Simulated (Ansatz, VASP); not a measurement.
## Cu in VASP and in Ansatz

```
CELL_PARAMETERS angstrom
2.53410 0.00000 0.00000
-1.26705 2.19459 0.00000
0.00000 0.00000 4.11257
ATOMIC_POSITIONS crystal
Cu 0.66667 0.33333 0.75000
Cu 0.33333 0.66667 0.25000
```

This isn't the form of Cu at room conditions, which is fcc.

Alike in both runs: task single point; functional RPBE; k mesh 12 × 12 × 7; occupations gaussian, width 0.1 eV; no spin polarisation.

|  | VASP | Ansatz |
| --- | --- | --- |
| version | VASP 6.6.1 | Ansatz 0.2.0 |
| potentials or method | VASP PAW PBE potentials, release 64 (Cu), cutoff 520 eV | all-electron LAPW, scalar-relativistic |

VASP gave:

| Quantity | Value |
| --- | --- |
| gap on the k mesh at the Fermi level (eV) | none |
| pressure (GPa) | 13.1 |
| largest component of the traceless stress (GPa) | 0.21 |

Question: Estimate Ansatz's values.

Answer: gap on the k mesh at the Fermi level (eV): none; pressure (GPa): 12.5; largest component of the traceless stress (GPa): 0.28.

A gap of «none» marks a metal or a gap that the smearing closes. Ansatz ran all-electron here, so the differences hold the error of VASP's frozen core and of both bases.

Caveats: the PAW data sets were made with another functional, which shifts forces and pressure a little (VASP).
